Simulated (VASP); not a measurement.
BeS:

```xyz
2
Lattice="0.0000 2.3846 2.4717 2.3846 0.0000 2.4717 2.3846 2.3846 0.0000" Properties=species:S:1:pos:R:3 pbc="T T T"
Be    0.0000    0.0000    0.0000
S     1.1923    1.1923    1.2358
```

The cell was built by a generator and needn't be a form met in nature.

The cell isn't the ideal one: epitaxial_xy strain -2.0%.

Base run:

| Quantity | Value |
| --- | --- |
| Program | VASP 6.6.1 |
| Functional | r2SCAN |
| Potentials or basis | VASP PAW PBE potentials, release 64 (Be, S) |
| Cutoff | 520 eV |
| k mesh | 10 × 10 × 10 |
| Occupations | gaussian, width 0.01 eV |
| Spin | no spin polarisation |

Its results: band gap on the k mesh 3.37 eV, indirect (least direct gap 6.17 eV); pressure 2.9 GPa.

Q: The run is repeated on the same cell with these changes: functional from r2SCAN to PBE; occupations from gaussian, width 0.01 eV to fermi-dirac, width 0.02 eV. What comes out?

A: Band gap on the k mesh 2.92 eV, indirect (least direct gap 5.59 eV); pressure 3.0 GPa.

Caveats: the PAW data sets were made with another functional, which shifts forces and pressure a little (some runs).

A k mesh can miss the band edges.
